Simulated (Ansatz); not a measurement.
# In: which structure wins at one pressure

Aim: bring In in several structures (bcc, hcp, sc, diamond, omega) to one pressure and rank them by enthalpy. The pressure is set by scaling the first phase. Methods of the runs shown: LAPW. Companion runs by PAW are cited.

Method: DFT, PBE, all-electron LAPW, scalar-relativistic, in Ansatz 0.2.0.

### Step 1. The starting structure

It takes space group Im-3m (No. 229, cubic). The conventional cell has a = 3.778 Å, b = 3.778 Å, c = 3.778 Å, α = 90.00°, β = 90.00°, γ = 90.00°. In (site symmetry m-3m) has 8 In at 3.27 Å as nearest neighbours.

Coordinates:

```xyz
1
Lattice="-1.8888 1.8888 1.8888 1.8888 -1.8888 1.8888 1.8888 1.8888 -1.8888" Properties=species:S:1:pos:R:3 pbc="T T T"
In    0.0000    0.0000    0.0000
```

### Step 2. Bcc relaxed under pressure, LAPW

Contents of input.yaml:

```yaml
crystal:
  lattice:
    - [-1.8887964636, 1.8887964636, 1.8887964636]
    - [1.8887964636, -1.8887964636, 1.8887964636]
    - [1.8887964636, 1.8887964636, -1.8887964636]
  atoms:
    - { symbol: In, position: [0.0, 0.0, 0.0] }
kpoints:
  mp_grid: { grid: [14, 14, 14] }
scf:
  occupations: { method: fermi_dirac, width: 0.08 }
hamiltonian:
  xc: pbe
  pseudopotentials: { kind: all_electron, lapw: { basis_error: 0.0005 } }
output:
  forces: true
  stress: true
  eigenvalues: true
relax:
  f_tol: 0.005
  max_steps: 12
  cell: { p_target: 1.1, stress_tol: 0.03 }
```

On the command line:

```bash
ansatz run input.yaml --threads 1 --pin off --max-ram 3584MiB --backend cpu --events-out ev --progress --plain --runs-dir out
```

The log of the run, shortened:

```text
[...]
LAPW: plane waves up to 7.342 Å⁻¹, error target 5.0e-4 eV per atom; small_component_spin mean_spin; In in spheres of 1.587 Å, 21 of its electrons in bands, Dirac shells []
[...]
Pseudopotentials: kind: all_electron
Pseudopotential: In, LAPW, valence charge 21, Koelling and Harmon's equation, gaussian nucleus
Functional definition: PBE
[...]
Crystal: 1 atoms, lattice volume = 26.954 Å³
Basis set: ecut = 205.39446161052868 eV, 177 PW (Γ), exchange–correlation at level 2
Bands: 15, of which v1, the nominal top of the filled ones, is band 11 counted from 1 (10 counted from 0)
Symmetry: 48 space group operations
Space group: Im-3m (ITA 229), of the structure as read, at distance tolerance 3.0e-5 Å
k-points: 104 of 2744
[...]
SCF iter   1: F=—  HF=-160045.990212 eV  |F-HF|=—  |Δ(HF+E_count)|=         —  Δρ=6.50e-3  dr2=9.55e-3  ethr=4.52e-5  ⟨swp⟩=3.5  Hψ=11221  notcnv=0
[...]
relax step   1: F+E_penalty+E_count = -160045.96376939 eV  Δ(F+E_penalty+E_count) = +0.000e0 eV  max|allowed force component| = 0.000e0 eV/Å  Δτ_max = 0.0000 Å  P = +1.096 GPa  Ω = 26.954 Å³  (7 SCF iters, accepted)
[...]
relax step   2: F+E_penalty+E_count = -160045.96376939 eV  Δ(F+E_penalty+E_count) = -1.921e-9 eV  max|allowed force component| = 0.000e0 eV/Å  Δτ_max = 0.0000 Å  P = +1.096 GPa  Ω = 26.954 Å³  stress off target by 4.01e-3 GPa  SCF on the basis re-selected at this cell (its energy is not [...]
SCF converged after 2 iterations
Free energy (F): -160045.963769 eV
[...]
E sigma→0 (E₀):  -160045.957555 eV
Entropy (-TS):   -0.012429 eV (-12.429 meV/atom)
Fermi energy:    12.999559 eV
[...]
--- Forces (eV/Å), atoms counted from 1 ---
  atom   1  In    -0.00000000    -0.00000000    -0.00000000
[...]
--- Stress (GPa, compression-positive) ---
        1.095986      -0.000000      -0.000000
       -0.000000       1.095986       0.000000
       -0.000000       0.000000       1.095986
  P = ⅓ Tr σ = 1.0960 GPa (10.960 kbar)
--- Band table (eV; the first three rows and the last of 104) ---
  k-point 0: bands = ["-102.4110", "-60.8874", "-60.8874", "-60.8874", "-1.6192", "-1.6192", "-1.6192", "-1.3618", "-1.3618", "3.6975", "23.8281", "23.8281", "23.8281", "25.9308", "25.9308"]
[...]
--- Relaxed structure (1 steps of the walk, 1 accepted, 1 SCFs on fresh bases) ---
  F+E_penalty+E_count = -160045.96376939 eV   max|allowed force component| = 0.000e0 eV/Å   (the final SCF, on the basis selected at the relaxed cell)
  cell:  # Å, volume = 26.9535 Å³
    - [-1.8887964636, 1.8887964636, 1.8887964636]
    - [1.8887964636, -1.8887964636, 1.8887964636]
    - [1.8887964636, 1.8887964636, -1.8887964636]
  atoms:
    - { symbol: In, position: [0.0, 0.0, 0.0] }
```

Wall time 9 s (1 thread of Intel Xeon Platinum 8488C (Sapphire Rapids), shared host); peak memory 0.35 GiB.

Step by step:

```tsv
step	energy from step 1 (eV/cell)	largest force component (eV/Å)	pressure (GPa)	volume (Å³)
1	0.0000	0.0000	1.10	26.95
2	0.0000	0.0000	1.10	26.95
```

Step 1 is the start. Step 2 repeats the geometry before on a plane-wave basis chosen anew for that cell, so the energy can jump there without any move; the table keeps such jumps.

| input's cell | before | after | change |
| --- | --- | --- | --- |
| a (Å) | 3.271 | 3.271 | -0.0 % |
| b (Å) | 3.271 | 3.271 | -0.0 % |
| c (Å) | 3.271 | 3.271 | -0.0 % |
| volume (Å³/atom) | 26.95 | 26.95 | -0.0 % |

This run gives: pressure 1.10 GPa; no gap.

### Step 3. Hcp relaxed under pressure, LAPW

Contents of input.yaml:

```yaml
crystal:
  lattice:
    - [3.404763781, 0.0, 0.0]
    - [-1.7023818905, 2.9486119282, 0.0]
    - [0.0, 0.0, 5.3674952393]
  atoms:
    - { symbol: In, position: [0.3333333333, 0.6666666667, 0.25] }
    - { symbol: In, position: [0.6666666667, 0.3333333333, 0.75] }
kpoints:
  mp_grid: { grid: [13, 13, 7] }
scf:
  occupations: { method: fermi_dirac, width: 0.08 }
hamiltonian:
  xc: pbe
  pseudopotentials: { kind: all_electron, lapw: { basis_error: 0.0005 } }
output:
  forces: true
  stress: true
  eigenvalues: true
relax:
  f_tol: 0.005
  max_steps: 12
  cell: { p_target: 1.1, stress_tol: 0.03 }
```

On the command line:

```bash
ansatz run input.yaml --threads 1 --pin off --max-ram 3584MiB --backend cpu --events-out ev --progress --plain --runs-dir out
```

The log of the run, shortened:

```text
[...]
LAPW: plane waves up to 7.191 Å⁻¹, error target 5.0e-4 eV per atom; small_component_spin mean_spin; In in spheres of 1.613 Å, 21 of its electrons in bands, Dirac shells []
[...]
[... 3 set-up lines as earlier in the session ...]
[...]
Crystal: 2 atoms, lattice volume = 53.886 Å³
Basis set: ecut = 197.0214107693972 eV, 313 PW (Γ), exchange–correlation at level 2
Bands: 26, of which v1, the nominal top of the filled ones, is band 21 counted from 1 (20 counted from 0)
Symmetry: 24 space group operations
Space group: P63/mmc (ITA 194), of the structure as read, at distance tolerance 3.8e-5 Å
k-points: 84 of 1183
[...]
SCF iter   1: F=—  HF=-320091.990663 eV  |F-HF|=—  |Δ(HF+E_count)|=         —  Δρ=6.20e-3  dr2=1.68e-2  ethr=3.98e-5  ⟨swp⟩=3.1  Hψ=15322  notcnv=0
[...]
--- Forces (eV/Å), atoms counted from 1 ---
  atom   1  In    -0.00000000     0.00000000     0.00000000
  atom   2  In     0.00000000    -0.00000000    -0.00000000
[...]
--- Stress (GPa, compression-positive) ---
        1.108638      -0.000000       0.000000
        0.000000       1.108638       0.000000
        0.000000       0.000000       1.105084
  P = ⅓ Tr σ = 1.1075 GPa (11.075 kbar)
--- Band table (eV; the first three rows and the last of 84) ---
[... band rows left out ...]
[...]
--- Relaxed structure (1 steps of the walk, 1 accepted, 1 SCFs on fresh bases) ---
  F+E_penalty+E_count = -320091.93814405 eV   max|allowed force component| = 8.963e-18 eV/Å   (the final SCF, on the basis selected at the relaxed cell)
  cell:  # Å, volume = 53.8860 Å³
    - [3.4047637809820115, 0.0, 0.0]
    - [-1.7023818904910057, 2.9486119282155787, 0.0]
    - [0.0, 0.0, 5.3674952393]
  atoms:
    - { symbol: In, position: [0.33333333333333326, 0.6666666666666665, 0.25] }
    - { symbol: In, position: [0.6666666666666665, 0.33333333333333326, 0.7500000000000001] }
```

It took 19 s on 1 thread of Intel Xeon Platinum 8488C (Sapphire Rapids), shared host; peak memory 0.46 GiB.

Relaxation path:

```tsv
step	energy from step 1 (eV/cell)	largest force component (eV/Å)	pressure (GPa)	volume (Å³)
1	0.0000	0.0000	1.11	53.89
2	0.0000	0.0000	1.11	53.89
```

Step 1 is the start. Step 2 repeats the geometry before on a plane-wave basis chosen anew for that cell, so the energy can jump there without any move; the table keeps such jumps.

| input's cell | before | after | change |
| --- | --- | --- | --- |
| a (Å) | 3.405 | 3.405 | +0.0 % |
| b (Å) | 3.405 | 3.405 | +0.0 % |
| c (Å) | 5.367 | 5.367 | +0.0 % |
| volume (Å³/atom) | 26.94 | 26.94 | +0.0 % |

In short: pressure 1.11 GPa; no gap.

### Step 4. Sc relaxed under pressure, LAPW

Contents of input.yaml:

```yaml
crystal:
  lattice:
    - [3.0578091067, 0.0, 0.0]
    - [0.0, 3.0578091067, 0.0]
    - [0.0, 0.0, 3.0578091067]
  atoms:
    - { symbol: In, position: [0.0, 0.0, 0.0] }
kpoints:
  mp_grid: { grid: [13, 13, 13] }
scf:
  occupations: { method: fermi_dirac, width: 0.08 }
hamiltonian:
  xc: pbe
  pseudopotentials: { kind: all_electron, lapw: { basis_error: 0.0005 } }
output:
  forces: true
  stress: true
  eigenvalues: true
relax:
  f_tol: 0.005
  max_steps: 12
  cell: { p_target: 1.1, stress_tol: 0.03 }
```

On the command line:

```bash
ansatz run input.yaml --threads 1 --pin off --max-ram 3584MiB --backend cpu --events-out ev --progress --plain --runs-dir out
```

The log of the run, shortened:

```text
[...]
LAPW: plane waves up to 7.975 Å⁻¹, error target 5.0e-4 eV per atom; small_component_spin mean_spin; In in spheres of 1.483 Å, 21 of its electrons in bands, Dirac shells []
[...]
[... 3 set-up lines as earlier in the session ...]
[...]
Crystal: 1 atoms, lattice volume = 28.591 Å³
Basis set: ecut = 242.2882587813695 eV, 251 PW (Γ), exchange–correlation at level 2
Bands: 15, of which v1, the nominal top of the filled ones, is band 11 counted from 1 (10 counted from 0)
[... 1 set-up line as earlier in the session ...]
Space group: Pm-3m (ITA 221), of the structure as read, at distance tolerance 3.1e-5 Å
k-points: 84 of 2197
[...]
SCF iter   1: F=—  HF=-160045.897506 eV  |F-HF|=—  |Δ(HF+E_count)|=         —  Δρ=7.70e-3  dr2=1.18e-2  ethr=5.57e-5  ⟨swp⟩=3.3  Hψ=8996  notcnv=0
[...]
Entropy (-TS):   -0.015439 eV (-15.439 meV/atom)
Fermi energy:    11.913755 eV
[...]
--- Forces (eV/Å), atoms counted from 1 ---
  atom   1  In    -0.00000000    -0.00000000     0.00000000
[...]
--- Stress (GPa, compression-positive) ---
        1.111020       0.000000       0.000000
        0.000000       1.111020      -0.000000
        0.000000      -0.000000       1.111020
  P = ⅓ Tr σ = 1.1110 GPa (11.110 kbar)
--- Band table (eV; the first three rows and the last of 84) ---
  k-point 0: bands = ["-103.5359", "-62.0069", "-62.0069", "-62.0069", "-3.0620", "-3.0620", "-2.3580", "-2.3580", "-2.3580", "2.8982", "19.1563", "19.1563", "19.1563", "22.3410", "22.3410"]
[...]
--- Relaxed structure (1 steps of the walk, 1 accepted, 1 SCFs on fresh bases) ---
  F+E_penalty+E_count = -160045.87398390 eV   max|allowed force component| = 0.000e0 eV/Å   (the final SCF, on the basis selected at the relaxed cell)
  cell:  # Å, volume = 28.5911 Å³
    - [3.0578091067, 0.0, 0.0]
    - [0.0, 3.0578091067, 0.0]
    - [0.0, 0.0, 3.0578091067]
  atoms:
    - { symbol: In, position: [0.0, 0.0, 0.0] }
```

It took 7.7 s on 1 thread of Intel Xeon Platinum 8488C (Sapphire Rapids), shared host; peak memory 0.35 GiB.

Relaxation path:

```tsv
step	energy from step 1 (eV/cell)	largest force component (eV/Å)	pressure (GPa)	volume (Å³)
1	0.0000	0.0000	1.11	28.59
2	0.0000	0.0000	1.11	28.59
```

Step 1 is the start. Step 2 repeats the geometry before on a plane-wave basis chosen anew for that cell, so the energy can jump there without any move; the table keeps such jumps.

| input's cell | before | after | change |
| --- | --- | --- | --- |
| a (Å) | 3.058 | 3.058 | +0.0 % |
| b (Å) | 3.058 | 3.058 | +0.0 % |
| c (Å) | 3.058 | 3.058 | +0.0 % |
| volume (Å³/atom) | 28.59 | 28.59 | +0.0 % |

This run gives: pressure 1.11 GPa; no gap.

### Step 5. Diamond relaxed under pressure, LAPW

Contents of input.yaml:

```yaml
crystal:
  lattice:
    - [0.0, 3.3190669506, 3.3190669506]
    - [3.3190669506, 0.0, 3.3190669506]
    - [3.3190669506, 3.3190669506, 0.0]
  atoms:
    - { symbol: In, position: [-0.125, -0.125, -0.125] }
    - { symbol: In, position: [0.125, 0.125, 0.125] }
kpoints:
  mp_grid: { grid: [10, 10, 10] }
scf:
  occupations: { method: fermi_dirac, width: 0.08 }
hamiltonian:
  xc: pbe
  pseudopotentials: { kind: all_electron, lapw: { basis_error: 0.0005 } }
output:
  forces: true
  stress: true
  eigenvalues: true
relax:
  f_tol: 0.005
  max_steps: 12
  cell: { p_target: 1.1, stress_tol: 0.03 }
```

On the command line:

```bash
ansatz run input.yaml --threads 1 --pin off --max-ram 3584MiB --backend cpu --events-out ev --progress --plain --runs-dir out
```

The log of the run, shortened:

```text
[...]
LAPW: plane waves up to 8.587 Å⁻¹, error target 5.0e-4 eV per atom; small_component_spin mean_spin; In in spheres of 1.394 Å, 21 of its electrons in bands, Dirac shells []
[...]
[... 3 set-up lines as earlier in the session ...]
[...]
Crystal: 2 atoms, lattice volume = 73.127 Å³
Basis set: ecut = 280.9450428298263 eV, 749 PW (Γ), exchange–correlation at level 2
Bands: 26, of which v1, the nominal top of the filled ones, is band 21 counted from 1 (20 counted from 0)
[... 1 set-up line as earlier in the session ...]
Space group: Fd-3m (ITA 227), of the structure as read, at distance tolerance 4.2e-5 Å
k-points: 47 of 1000
[...]
SCF iter   1: F=—  HF=-320091.299305 eV  |F-HF|=—  |Δ(HF+E_count)|=         —  Δρ=9.46e-3  dr2=4.83e-2  ethr=1.12e-4  ⟨swp⟩=3.0  Hψ=8124  notcnv=0
[...]
Entropy (-TS):   -0.031609 eV (-15.805 meV/atom)
Fermi energy:    8.222453 eV
[...]
--- Forces (eV/Å), atoms counted from 1 ---
  atom   1  In    -0.00000000     0.00000000     0.00000000
  atom   2  In    -0.00000000     0.00000000    -0.00000000
[...]
--- Stress (GPa, compression-positive) ---
        1.090639       0.000000      -0.000000
        0.000000       1.090639      -0.000000
       -0.000000      -0.000000       1.090639
  P = ⅓ Tr σ = 1.0906 GPa (10.906 kbar)
--- Band table (eV; the first three rows and the last of 47) ---
[... band rows left out ...]
[...]
--- Relaxed structure (1 steps of the walk, 1 accepted, 1 SCFs on fresh bases) ---
  F+E_penalty+E_count = -320091.27746804 eV   max|allowed force component| = 5.204e-18 eV/Å   (the final SCF, on the basis selected at the relaxed cell)
  cell:  # Å, volume = 73.1270 Å³
    - [0.0, 3.3190669506, 3.3190669506]
    - [3.3190669506, 0.0, 3.3190669506]
    - [3.3190669506, 3.3190669506, 0.0]
  atoms:
    - { symbol: In, position: [-0.125, -0.125, -0.125] }
    - { symbol: In, position: [0.125, 0.125, 0.125] }
```

Wall time 19 s (1 thread of Intel Xeon Platinum 8488C (Sapphire Rapids), shared host); peak memory 0.46 GiB.

Step by step:

```tsv
step	energy from step 1 (eV/cell)	largest force component (eV/Å)	pressure (GPa)	volume (Å³)
1	0.0000	0.0000	1.09	73.13
2	0.0000	0.0000	1.09	73.13
```

Step 1 is the start. Step 2 repeats the geometry before on a plane-wave basis chosen anew for that cell, so the energy can jump there without any move; the table keeps such jumps.

| input's cell | before | after | change |
| --- | --- | --- | --- |
| a (Å) | 4.694 | 4.694 | +0.0 % |
| b (Å) | 4.694 | 4.694 | +0.0 % |
| c (Å) | 4.694 | 4.694 | +0.0 % |
| volume (Å³/atom) | 36.56 | 36.56 | +0.0 % |

This run gives: pressure 1.09 GPa; no gap.

### Step 6. Omega relaxed under pressure, LAPW

Contents of input.yaml:

```yaml
crystal:
  lattice:
    - [5.3321213306, 0.0, 0.0]
    - [-2.6660606653, 4.6177525284, 0.0]
    - [0.0, 0.0, 3.3021302189]
  atoms:
    - { symbol: In, position: [0.0, 0.0, 0.0] }
    - { symbol: In, position: [0.3333333333, 0.6666666667, 0.5] }
    - { symbol: In, position: [0.6666666667, 0.3333333333, 0.5] }
kpoints:
  mp_grid: { grid: [7, 7, 10] }
scf:
  occupations: { method: fermi_dirac, width: 0.08 }
hamiltonian:
  xc: pbe
  pseudopotentials: { kind: all_electron, lapw: { basis_error: 0.0005 } }
output:
  forces: true
  stress: true
  eigenvalues: true
relax:
  f_tol: 0.005
  max_steps: 12
  cell: { p_target: 1.1, stress_tol: 0.03 }
```

On the command line:

```bash
ansatz run input.yaml --threads 1 --pin off --max-ram 3584MiB --backend cpu --events-out ev --progress --plain --runs-dir out
```

The log of the run, shortened:

```text
[...]
LAPW: plane waves up to 7.910 Å⁻¹, error target 5.0e-4 eV per atom; small_component_spin mean_spin; In in spheres of 1.493 Å, 21 of its electrons in bands, Dirac shells []
[...]
[... 3 set-up lines as earlier in the session ...]
[...]
Crystal: 3 atoms, lattice volume = 81.306 Å³
Basis set: ecut = 238.3673467026481 eV, 681 PW (Γ), exchange–correlation at level 2
Bands: 38, of which v1, the nominal top of the filled ones, is band 32 counted from 1 (31 counted from 0)
[... 1 set-up line as earlier in the session ...]
Space group: P6/mmm (ITA 191), of the structure as read, at distance tolerance 4.3e-5 Å
k-points: 48 of 490
[...]
SCF iter   1: F=—  HF=-480137.979340 eV  |F-HF|=—  |Δ(HF+E_count)|=         —  Δρ=8.22e-3  dr2=5.48e-2  ethr=8.67e-5  ⟨swp⟩=3.0  Hψ=12304  notcnv=0
[...]
  atom   2  In    -0.00000000     0.00000000     0.00000000
  atom   3  In    -0.00000000    -0.00000000    -0.00000000
[...]
--- Stress (GPa, compression-positive) ---
        1.103842       0.000000       0.000000
       -0.000000       1.103842       0.000000
        0.000000       0.000000       1.092302
  P = ⅓ Tr σ = 1.1000 GPa (11.000 kbar)
--- Band table (eV; the first three rows and the last of 48) ---
[...]
--- Relaxed structure (1 steps of the walk, 1 accepted, 1 SCFs on fresh bases) ---
  F+E_penalty+E_count = -480137.89905108 eV   max|allowed force component| = 2.024e-18 eV/Å   (the final SCF, on the basis selected at the relaxed cell)
  cell:  # Å, volume = 81.3064 Å³
    - [5.332121330622814, 0.0, 0.0]
    - [-2.666060665311407, 4.617752528380241, 0.0]
    - [0.0, 0.0, 3.3021302189]
  atoms:
    - { symbol: In, position: [0.0, 0.0, 0.0] }
    - { symbol: In, position: [0.3333333333333333, 0.6666666666666666, 0.5000000000000001] }
    - { symbol: In, position: [0.6666666666666666, 0.3333333333333333, 0.5000000000000001] }
```

Wall time 27 s (1 thread of Intel Xeon Platinum 8488C (Sapphire Rapids), shared host); peak memory 0.5 GiB.

Step by step:

```tsv
step	energy from step 1 (eV/cell)	largest force component (eV/Å)	pressure (GPa)	volume (Å³)
1	0.0000	0.0000	1.10	81.31
2	0.0000	0.0000	1.10	81.31
```

Step 1 is the start. Step 2 repeats the geometry before on a plane-wave basis chosen anew for that cell, so the energy can jump there without any move; the table keeps such jumps.

| input's cell | before | after | change |
| --- | --- | --- | --- |
| a (Å) | 5.332 | 5.332 | -0.0 % |
| b (Å) | 5.332 | 5.332 | -0.0 % |
| c (Å) | 3.302 | 3.302 | -0.0 % |
| volume (Å³/atom) | 27.10 | 27.10 | -0.0 % |

This run gives: pressure 1.10 GPa; no gap.

### Step 7. The series in one table

The PAW rows are taken from companion runs at the same settings.

Enthalpy per atom, H = F + pV at p = 1.1 GPa, from each method's lowest phase:

```
method    start  space group, start → end  volume (Å³/atom)  pressure (GPa)  enthalpy (meV/atom)
  LAPW      bcc             Im-3m → Im-3m            26.954             1.1                  5.4
  LAPW      hcp       P6_3/mmc → P6_3/mmc            26.943             1.1                  0.0
  LAPW       sc             Pm-3m → Pm-3m            28.591             1.1                106.4
  LAPW  diamond             Fd-3m → Fd-3m            36.564             1.1                396.4
  LAPW    omega           P6/mmm → P6/mmm            27.102             1.1                  3.8
   PAW      bcc             Im-3m → Im-3m            26.954             1.1                  5.4
   PAW      hcp       P6_3/mmc → P6_3/mmc            26.943             1.1                  0.0
   PAW       sc             Pm-3m → Pm-3m            28.591             1.1                106.3
   PAW  diamond             Fd-3m → Fd-3m            36.564             1.1                396.1
   PAW    omega           P6/mmm → P6/mmm            27.102             1.1                  3.8
```

### Step 8. Outcome

| quantity | value |
| --- | --- |
| pressure | 1.1 GPa |
| lowest (LAPW) | hcp, 3.8 meV/atom under omega |
| lowest (PAW) | hcp, 3.8 meV/atom under omega |

What this shows: By LAPW the order is hcp < omega < bcc < sc < diamond. By PAW the order is hcp < omega < bcc < sc < diamond. The methods agree on the lowest phase. Only these structures were tried, with electrons smeared by 0.08 eV and without vibrations, so the true ground state may be another. The k meshes differ between phases and weren't tested, which can move differences by some meV.
